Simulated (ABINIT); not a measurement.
# PbSe (Clausthalite) (Fm-3m) in ABINIT: further runs, part 3 of 3

ABINIT 10.8.3 (patched build). The steps go on from the part before.

**5. Single point, r2SCAN**

run.abi

```
pp_dirpath "./"
pseudos "Pb.GGA_PBE-JTH.xml, Se.GGA_PBE-JTH.xml"

acell 3*1.0 Angstrom
rprim
     0.0000000000     3.0606500000     3.0606500000
     3.0606500000     0.0000000000     3.0606500000
     3.0606500000     3.0606500000     0.0000000000
ntypat 2
znucl 82 34
natom 2
typat 1 2
xcart
     0.0000000000     0.0000000000     0.0000000000
     3.0606500000     3.0606500000     3.0606500000 Angstrom

ecut 544.227725 eV
pawecutdg 40.0

kptopt 1
ngkpt 5 5 5
nshiftk 1
shiftk 0.0 0.0 0.0

ixc -497498
usekden 1
pawxcdev 0

nband 14
occopt 3
tsmear 0.00183747

nstep 100
tolvrs 1.0e-7

iomode 3
prtwf 0
prtden 0
prteig 0
prtebands 0
```

Potentials or basis: JTH PAW PBE v2.0.

Command:

```sh
abinit run.abi > log 2>&1
```

run.abo:

```text
.Version 10.8.3 of ABINIT
 Symmetries : space group Fm -3 m (#225); Bravais cF (face-center cubic)
================================================================================
 Values of the parameters that define the memory need of the present run
     intxc =       0    ionmov =       0      iscf =      17    lmnmax =      18
     lnmax =       6     mgfft =      36  mpssoang =       3    mqgrid =    3001
     natom =       2  nloc_mem =       2    nspden =       1   nspinor =       1
    nsppol =       1      nsym =      48    n1xccc =       1    ntypat =       2
    occopt =       3   xclevel =       2
       mpw =        1664          nfft =       46656          nkpt =          10
 PAW method is used; the additional fine FFT grid is defined by:
   mgfftf=        48    nfftf =    110592
================================================================================
================================================================================

--------------------------------------------------------------------------------
------------- Echo of variables that govern the present computation ------------
--------------------------------------------------------------------------------
 -outvars: echo values of preprocessed input variables --------
            acell      1.8897261259E+00  1.8897261259E+00  1.8897261259E+00 Bohr
              amu      2.07200000E+02  7.89600000E+01
             ecut      2.00000000E+01 Hartree
              ixc     -497498
         kptrlatt        5    0    0      0    5    0      0    0    5
          kptrlen      4.08975732E+01
            natom           2
            nband          14
            ngfft          36      36      36
          ngfftdg          48      48      48
             nkpt          10
            nstep         100
             nsym          48
           ntypat           2
           occopt           3
        pawecutdg      4.00000000E+01 Hartree
         pawxcdev           0
           prtden           0
        prtebands           0
           prteig           0
          prtkden           1
            prtwf           0
            rprim      0.0000000000E+00  3.0606500000E+00  3.0606500000E+00
                       3.0606500000E+00  0.0000000000E+00  3.0606500000E+00
                       3.0606500000E+00  3.0606500000E+00  0.0000000000E+00
          spgroup         225
[... 162 lines left out ...]
              =  1.000000000000  1.000000000000  1.000000000000 angstroms
 Fermi (or HOMO) energy (hartree) =   0.15174   Average Vxc (hartree)=  -0.35770
 Eigenvalues (hartree) for nkpt=  10  k points:
 kpt#   1, nband= 14, wtk=  0.00800, kpt=  0.0000  0.0000  0.0000 (reduced coord)
  -0.50459   -0.50459   -0.50459   -0.50438   -0.50438   -0.38179   -0.09521    0.06364
   0.06364    0.06364    0.32436    0.32436    0.32436    0.39486
      occupation numbers for kpt#   1
   2.00000    2.00000    2.00000    2.00000    2.00000    2.00000    2.00000    2.00000
   2.00000    2.00000    0.00000    0.00000    0.00000    0.00000
 prteigrs : prtvol=0 or 1, do not print more k-points.

--- !EnergyTerms
iteration_state     : {dtset: 1, }
comment             : Components of total free energy in Hartree
kinetic             :  8.38816483809577E+00
hartree             :  2.09136247289362E+01
xc                  : -8.39405388356785E+00
Ewald energy        : -5.38904018056436E+01
psp_core            :  2.82920313102341E+00
local_psp           : -6.60833017820664E+01
PAW spherical_terms :  8.81259639549553E+01
internal            : -8.11080081826720E+00
'-kT*entropy'       : -8.13615246864968E-09
total_energy        : -8.11080082640335E+00
total_energy_eV     : -2.20706134051484E+02
...

--- !EnergyTermsDC
iteration_state     : {dtset: 1, }
comment             : '"Double-counting" decomposition of free energy'
band_energy         : -5.77498376106611E+00
Ewald energy        : -5.38904018056436E+01
psp_core            :  2.82920313102341E+00
xc_dc               : -2.28779817424888E+01
PAW spherical_terms :  7.16033360423213E+01
internal            : -8.11082813585384E+00
'-kT*entropy'       : -8.13615246864968E-09
total_energy_dc     : -8.11082814398999E+00
total_energy_dc_eV  : -2.20706877400885E+02
...

--- !EnergyTermsWithPAWCore
iteration_state     : {dtset: 1, }
comment             : 'Components of total free energy, including PAW core contributions'
Total energy        : -2.33130696309849E+04
Total energy DC     : -2.33130696583025E+04
Total energy (eV)   : -6.34380942308179E+05
Total energy DC (eV): -6.34380943051528E+05
...

 Cartesian components of stress tensor (hartree/bohr^3)
  sigma(1 1)= -4.57068619E-05  sigma(3 2)=  0.00000000E+00
  sigma(2 2)= -4.57068619E-05  sigma(3 1)=  0.00000000E+00
  sigma(3 3)= -4.57068619E-05  sigma(2 1)=  0.00000000E+00

-Cartesian components of stress tensor (GPa)         [Pressure=  1.3447E+00 GPa]
- sigma(1 1)= -1.34474230E+00  sigma(3 2)=  0.00000000E+00
- sigma(2 2)= -1.34474230E+00  sigma(3 1)=  0.00000000E+00
- sigma(3 3)= -1.34474230E+00  sigma(2 1)=  0.00000000E+00

== END DATASET(S) ==============================================================
================================================================================

 -outvars: echo values of variables after computation  --------
            acell      1.8897261259E+00  1.8897261259E+00  1.8897261259E+00 Bohr
           etotal     -8.1108281440E+00
            fcart     -0.0000000000E+00 -0.0000000000E+00 -0.0000000000E+00
                      -0.0000000000E+00 -0.0000000000E+00 -0.0000000000E+00
            rprim      0.0000000000E+00  3.0606500000E+00  3.0606500000E+00
                       3.0606500000E+00  0.0000000000E+00  3.0606500000E+00
                       3.0606500000E+00  3.0606500000E+00  0.0000000000E+00
           strten     -4.5706861921E-05 -4.5706861921E-05 -4.5706861921E-05
                       0.0000000000E+00  0.0000000000E+00  0.0000000000E+00
           xangst      0.0000000000E+00  0.0000000000E+00  0.0000000000E+00
                       3.0606500000E+00  3.0606500000E+00  3.0606500000E+00
             xred      0.0000000000E+00  0.0000000000E+00  0.0000000000E+00
                       5.0000000000E-01  5.0000000000E-01  5.0000000000E-01
 Calculation completed.
```

Run time: 36 s. Hardware: 1 thread of Arm Neoverse V2, shared host; peak memory 0.14 GiB.

What came out:

```
Free energy                                           : -220.7069 eV
Valence electrons inside the program's atomic spheres : Pb 11.30; Se 3.94
```

Caveat: the cutoff is too short for stress, so the log's stress isn't used; this odd mesh misses L, where the gap lies, so gap, dielectric constants and Born charges aren't listed; totals of a meta-GGA on PAW files have another zero than those of a GGA; the PAW data sets were made with another functional, which shifts forces and pressure a little. Spin-orbit coupling is left out, which matters for the levels of Pb.

**6. Overview**

```tsv
level	potentials or basis	k mesh	cutoff (eV)	fine-grid cutoff	gap on the mesh (eV)
PBEsol	JTH PAW PBE v2.0	10 × 10 × 10	463	925.187 eV	0.20
r2SCAN	JTH PAW PBE v2.0	10 × 10 × 10	544	1088.46 eV	0.57
PBEsol	PseudoDojo NC SR PBEsol v0.4.1 standard	6 × 6 × 6	1061	-	0.21
r2SCAN	JTH PAW PBE v2.0	5 × 5 × 5	544	1088.46 eV	-
```

Alike in all rows: task single point; no spin polarisation; cell as given; smearing fermi-dirac 0.05 eV.

Caveats: the PAW data sets were made with another functional, which shifts forces and pressure a little (some runs); spin-orbit coupling is left out, which as a rule narrows the gap of such compounds by several tenths of an eV (some runs); totals of a meta-GGA on PAW files have another zero than those of a GGA (some runs).

Absolute energies hang on the potentials; compare differences alone.

**7. How close it comes**

Step 2. A measured gap of PbSe is 0.28 eV (direct; 300 K; a printed reference work, monograph); the calculated 0.20 eV misses it by -0.08 eV. 2 values of this kind are on record (0.15 to 0.28 eV); this one was drawn at random. Spin-orbit coupling on Pb, Se is left out. The value is that of PBEsol on a finite k mesh, which can miss the band edges, without temperature or zero-point motion. Semilocal functionals fall short of measured gaps as a rule.

Step 3. Against the measured gap of PbSe, 0.28 eV (direct; 300 K; a printed reference work, monograph), the calculated 0.57 eV is off by +0.29 eV. 2 values of this kind are on record (0.15 to 0.28 eV); this one was drawn at random. Spin-orbit coupling on Pb, Se is left out. The value is that of r2SCAN on a finite k mesh, which can miss the band edges, without temperature or zero-point motion.

Step 4. Against the measured gap of PbSe, 0.15 eV (direct; 4.2 K; a printed reference work, monograph), the calculated 0.21 eV is off by +0.06 eV. 2 values of this kind are on record (0.15 to 0.28 eV); this one was drawn at random. Spin-orbit coupling on Pb, Se is left out. The value is that of PBEsol on a finite k mesh, which can miss the band edges, without temperature or zero-point motion.
